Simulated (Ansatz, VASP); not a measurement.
One calculation of CoSi, two programs

The input INCAR:

```
PREC = Accurate ; ENCUT = 520
EDIFF = 1E-6 ; ISMEAR = -1
SIGMA = 0.1 ; LREAL = False
LASPH = True ; NELM = 100
ALGO = Normal ; ISIF = 2
LWAVE = False ; LCHARG = False
GGA = PE ; NBANDS = 14
```

KPOINTS

```
Automatic mesh
0
Gamma
  16 16 16
```

The input POSCAR:

```
CoSi
1.0
    0.0000000000      2.2847025792      2.2847025792
    2.2847025792      0.0000000000      2.2847025792
    2.2847025792      2.2847025792      0.0000000000
Co Si
1 1
Direct
    0.0000000000      0.0000000000      0.0000000000
    0.5000000000      0.5000000000      0.5000000000
```

Input for Ansatz:

```yaml
crystal:
  lattice:
    - [0.0, 2.2847025792, 2.2847025792]
    - [2.2847025792, 0.0, 2.2847025792]
    - [2.2847025792, 2.2847025792, 0.0]
  atoms:
    - { symbol: Co, position: [0.0, 0.0, 0.0] }
    - { symbol: Si, position: [0.5, 0.5, 0.5] }
kpoints:
  mp_grid: { grid: [16, 16, 16] }
scf:
  occupations: { method: fermi_dirac, width: 0.1 }
hamiltonian:
  xc: pbe
  pseudopotentials: { kind: paw }
output:
  forces: true
  stress: true
  eigenvalues: true
  populations: true
  write_density: true
  write_potential: true
  elf: true
  volumetric_format: npy
```

Change from the starting cell: volume scaled by 0.94, PAW files.

Alike in both runs: task single point; functional PBE; k mesh 16 × 16 × 16; occupations fermi-dirac, width 0.1 eV; no spin polarisation.

|  | VASP | Ansatz |
| --- | --- | --- |
| version | VASP 6.6.1 | Ansatz 0.2.0 |
| potentials or method | VASP PAW PBE potentials, release 64 (Co, Si) | PAW with Ansatz's default frozen-core files, scalar-relativistic |
| plane-wave cutoff (eV) | 520 | 420 |
| valence electrons in the cell | 13 | 21 |

VASP gave:

* pressure (GPa): 11.3

**Question.** Which values does Ansatz return?

**Answer.** Pressure (GPa): 11.4.

The two sets of potentials don't hold the same shells in valence.

Spin polarisation is off, so any magnetic state and its effect on volume and gap are missing.
